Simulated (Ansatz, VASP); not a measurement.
## MgB in VASP and in Ansatz

```
Mg B
1.0
     2.89515    0.00000    0.00000
     0.00000    2.89515    0.00000
     0.00000    0.00000    2.89515
Mg B
1 1
Cartesian
  0.0000 0.0000 0.0000
  1.4476 1.4476 1.4476
```

The cell was built by a generator and needn't be a form met in nature.

Alike in both runs: task relaxation of cell and atoms; functional HF; k mesh 5 × 5 × 5; occupations fermi-dirac, width 0.05 eV; no spin polarisation.

|  | VASP | Ansatz |
| --- | --- | --- |
| version | VASP 6.6.1 | Ansatz 0.2.0 |
| potentials or method | VASP PAW PBE potentials, release 64 (Mg, B) | Ansatz PAW |
| plane-wave cutoff (eV) | 600 | 420 |
| valence electrons in the cell | 5 | 13 |

|  | VASP | Ansatz | Ansatz less VASP |
| --- | --- | --- | --- |
| gap on the k mesh at the Fermi level, each at its own relaxed structure (eV) | none | none | - |
| relaxed volume (Å³/atom) | 12.66 | 12.71 | +0.053 |
| relaxed cell length with the largest relative difference (Å) | 2.936 | 2.940 | +0.0041 |
| energy change over the relaxation (meV/atom) | -6 | -8 | -1.4 |

A gap of «none» marks a metal or a gap that the smearing closes. The two sets of potentials don't hold the same shells in valence.

Caveats: the k mesh is coarse (spacing up to 0.43 Å⁻¹), so the values aren't converged, least of all with exact exchange; the PAW data sets were made with another functional, which shifts forces and pressure a little (VASP); the plane-wave basis is chosen anew once the cell has moved, so the energies of steps on either side of that aren't comparable (Ansatz); the PAW data sets come from PBE, with cores solved anew for the run's functional, which leaves a small shift of forces and pressure (Ansatz).
